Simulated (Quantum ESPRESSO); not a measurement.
CoO:

```xyz
2
Lattice="0.0000 2.1315 2.1315 2.1315 0.0000 2.1315 2.1315 2.1315 0.0000" Properties=species:S:1:pos:R:3 pbc="T T T"
Co    0.0000    0.0000    0.0000
O     2.1315    2.1315    2.1315
```

Base run:

- Program: Quantum ESPRESSO 7.5
- Functional: PBEsol
- Potentials or basis: GBRV 1.5 PBEsol
- Cutoff: 762 eV
- Density cutoff: 6095 eV
- k mesh: 8 × 8 × 8
- Occupations: fermi-dirac, width 0.05 eV
- Spin: collinear spin, ferromagnetic start
- Starting moments: [2.0, 0.0] μB
- Hubbard terms: Co d U = 8 eV

Its results: band gap on the k mesh none (metal or under the smearing width); pressure -2.4 GPa; net moment 2.56 μB per cell; site moments Co +2.40; O +0.04 μB.

Problem. The run is repeated on the same cell with these changes: hubbard terms from Co d U = 8 eV to Co d U = 1 eV. What comes out?

Solution. Band gap on the k mesh none (metal or under the smearing width); pressure -9.6 GPa; net moment 3.00 μB per cell; site moments Co +2.57; O +0.33 μB.

Caveats: a cell with one magnetic atom can't hold antiferromagnetic order, which such compounds often take.

Not every run made on this cell is shown here.
